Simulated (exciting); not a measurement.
Runs of exciting (release sodium) on C. The structure is cubic, space group Fd-3m (No. 227). Conventional cell: a = 3.567 Å, b = 3.567 Å, c = 3.567 Å, α = 90.00°, β = 90.00°, γ = 90.00°. C (site symmetry -43m) is surrounded by 4 C at 1.54 Å. This isn't the form of C at room conditions, which is graphite.

```csv
task,level,potentials or basis,k mesh,smearing,method,first band of the group,last band of the group,lmaxapw (and lmaxmat),nempty,rgkmax,mesh quality,gap on the mesh (eV)
Wannier functions,PBE,"all-electron LAPW+lo, shipped species files, valence relativity iora*",8 × 8 × 8,gaussian 0.005 eV,opfmax,1,4,10,10,6,not flagged,4.15
TDDFT spectrum,LDA,"all-electron LAPW+lo, shipped species files, valence relativity iora*",8 × 8 × 8,gaussian 0.005 eV,-,-,-,10,10,6,not flagged,4.11
single point,PBE0,"all-electron LAPW+lo, shipped species files, valence relativity zora",4 × 4 × 4,gaussian 0.005 eV,-,-,-,8,30,6,coarse,6.54
single point,LDA,"all-electron LAPW+lo, shipped species files, valence relativity iora*",8 × 8 × 8,gaussian 0.027 eV,-,-,-,10,10,6.5,not flagged,(a)
```

Alike in all rows: no spin polarisation; cell as given.

Q: Fill in the values left out.

A: (a) 4.10.

Caveats: some runs use coarse meshes; the scissor shift is a trial value, not fitted to this crystal (some runs); spectra need much finer meshes, so this one isn't converged (some runs).

A k mesh can miss the band edges.
